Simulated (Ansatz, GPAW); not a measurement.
This is a calculation of HgTe for Ansatz 0.2.0. Measurements of this composition are mostly on another form, of space group No. 216.

The input input.yaml:

```yaml
crystal:
  lattice:
    - [-3.045603, 3.045603, 1.55941]
    - [3.045603, -3.045603, 1.55941]
    - [3.045603, 3.045603, -1.55941]
  atoms:
    - { symbol: Hg, position: [0.75, 0.25, 0.5] }
    - { symbol: Te, position: [0.0, 0.0, 0.0] }
kpoints:
  mp_grid: { grid: [10, 10, 10] }
scf:
  occupations: { method: gaussian, width: 0.1 }
hamiltonian:
  xc: pbesol
  pseudopotentials: { kind: all_electron, lapw: { basis_error: 0.001 } }
output:
  forces: true
  stress: true
  eigenvalues: true
```

Potentials or basis: all-electron LAPW, scalar-relativistic.

Launch:

```bash
$ ansatz run input.yaml --threads 1 --pin off --max-ram 3072MiB --backend cpu --events-out ev --progress --plain --runs-dir out
```

Q: What does the same run look like in GPAW 26.7.0 (ASE script)? Potentials or basis there: PAW data sets generated for this functional, cutoff 600 eV.

A: As run (cutoffs and basis follow the program's own potentials, and thresholds, step limits or extra output files can differ):

File run.py:

```python
from ase.dft.bandgap import bandgap
from ase.io import read, write
from ase.units import Bohr, GPa
from gpaw import GPAW, PW, setup_paths
from gpaw.elf import elf_from_dft_calculation

setup_paths.insert(0, '.')

atoms = read('POSCAR')

calc = GPAW(mode=PW(600),
            xc='PBEsol',
            kpts={'size': (10, 10, 10), 'gamma': True},
            occupations={'name': 'methfessel-paxton', 'order': 0, 'width': 0.1},
            nbands=18,
            convergence={'density': 1e-05, 'energy': 1e-05},
            maxiter=150,
            txt='gpaw.txt')
atoms.calc = calc
energy = atoms.get_potential_energy()
forces = atoms.get_forces()
stress = atoms.get_stress()
calc.write('gs.gpw')
write('result.traj', atoms)
print(f'Energy: {energy:.6f} eV')
print('Forces (eV/A):')
print(forces.round(4))
print('Stress (GPa):', (stress / GPa).round(3))
print('Fermi level:', round(calc.get_fermi_level(), 4), 'eV')
print(f'Gap: {bandgap(calc)[0]:.4f} eV, direct: {bandgap(calc, direct=True)[0]:.4f} eV')

# fields on the real-space grid
write('density.cube', atoms, data=calc.get_pseudo_density() * Bohr**3)
write('potential.cube', atoms, data=calc.get_electrostatic_potential())
write('elf.cube', atoms, data=elf_from_dft_calculation(calc).data)
```

POSCAR

```
HgTe
1.0
   -3.0456030000      3.0456030000      1.5594100000
    3.0456030000     -3.0456030000      1.5594100000
    3.0456030000      3.0456030000     -1.5594100000
Hg Te
1 1
Direct
    0.7500000000      0.2500000000      0.5000000000
    0.0000000000      0.0000000000      0.0000000000
```

Potentials or basis: PAW data sets generated in the run's folder for this functional, pw.

Run with:

```console
$ gpaw-setup -f PBEsol Hg Te
$ OMP_NUM_THREADS=1 python run.py
```

Both were run:

|  | Ansatz | GPAW |
| --- | --- | --- |
| Pressure | -3.3 GPa | -3.4 GPa |

Where Ansatz's input types no cutoff or centring, it takes its own default and a Γ-centred mesh.

Pressure is positive in compression.
